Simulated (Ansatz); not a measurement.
Rh: pressure and energy less free atoms against volume scale

All results are calculated (Ansatz 0.2.0). Periodic Kohn-Sham DFT of a crystal at fixed atoms, scaled to volume_scale times the given cell; pressure positive in compression, energy less spherical unpolarised free atoms, largest_vzz the field gradient of largest size among the nuclei.

The cell before it is scaled or strained (space group Pm-3m, No. 221):
```
CELL_PARAMETERS angstrom
2.53610 0.00000 0.00000
0.00000 2.53610 0.00000
0.00000 0.00000 2.53610
ATOMIC_POSITIONS crystal
Rh 0.00000 0.00000 0.00000
```

Settings of every row: method all-electron LAPW; functional PBE; relativity scalar; k mesh 14x14x14; filling fermi-dirac; smearing width 0.08 eV; basis error target 0.5 meV/atom; nucleus gaussian.

Atom start moment: 0 on all atoms.

Limits: the cell comes from a prototype or a list of computed structures and needn't be the stable phase.

```
row  volume scale  V (Å³/atom)  pressure (GPa)  energy less free atoms (eV/atom)
  1        0.9405       15.341               ?                                 ?
  2          0.98       15.985           3.839                           -6.4954
  3             1       16.311          -0.041                           -6.4992
  4          1.02       16.638          -3.476                           -6.4955
  5          1.06        17.29          -9.202                           -6.4693
```

Question: what pressure and energy less free atoms should row 1 give?

Worked fit of pressure. Take u = (V_r/V)^(2/3) − 1 with V_r = 16.474 Å³ an atom, which is twice the finite (Eulerian) strain; such expansions in the strain, on which the Birch-Murnaghan equation of state is built, carry the rest volume and the bulk modulus. The shown rows have u = 0.02029, 0.00665, -0.00658, -0.03172. Least squares give pressure = −1.8045 + 260.526 × u + 862.09 × u² GPa; a straight line predicts inner rows, each left out in turn, worse (root mean square 0.36 against 0.014 GPa). The rows lie off it by 0.003, -0.007, 0.005, -0.001 (root mean square 0.0046 GPa). The pressure vanishes at u = 0.0068, or V = 16.31 Å³ an atom, and there the bulk modulus at fixed shape and fractions is B = −V dP/dV = (2/3)(1 + u) dP/du = 183 GPa. The withheld row has u = 0.04865, so the fit gives −1.8045 + 260.526 × (0.04865) + 862.09 × (0.04865)² = 12.911 GPa.

The calculation gave 13.038 GPa. The fit lies 0.127 GPa (0.57 % of the column's range) below it; its largest miss of a shown row is 0.007 GPa. This row lies beyond the range of the fit.

Worked fit of energy less free atoms. Take u = (V_r/V)^(2/3) − 1 with V_r = 16.474 Å³ an atom, which is twice the finite (Eulerian) strain; such expansions in the strain, on which the Birch-Murnaghan equation of state is built, carry the rest volume and the bulk modulus. The shown rows have u = 0.02029, 0.00665, -0.00658, -0.03172. Least squares give energy less free atoms = −6.49822 − 0.2719 × u + 20.178 × u² eV/atom; a straight line predicts inner rows, each left out in turn, worse (root mean square 0.0085 against 0.00014 eV/atom). The rows lie off it by 0.0000, -0.0001, 0.0001, 0.0000. The withheld row has u = 0.04865, so the fit gives −6.49822 − 0.2719 × (0.04865) + 20.178 × (0.04865)² = -6.4637 eV/atom.

The calculation gave -6.4622 eV/atom. The fit lies 0.0015 eV/atom (4.1 % of the column's range) below it; its largest miss of a shown row is 0.0001 eV/atom. This row lies beyond the range of the fit.
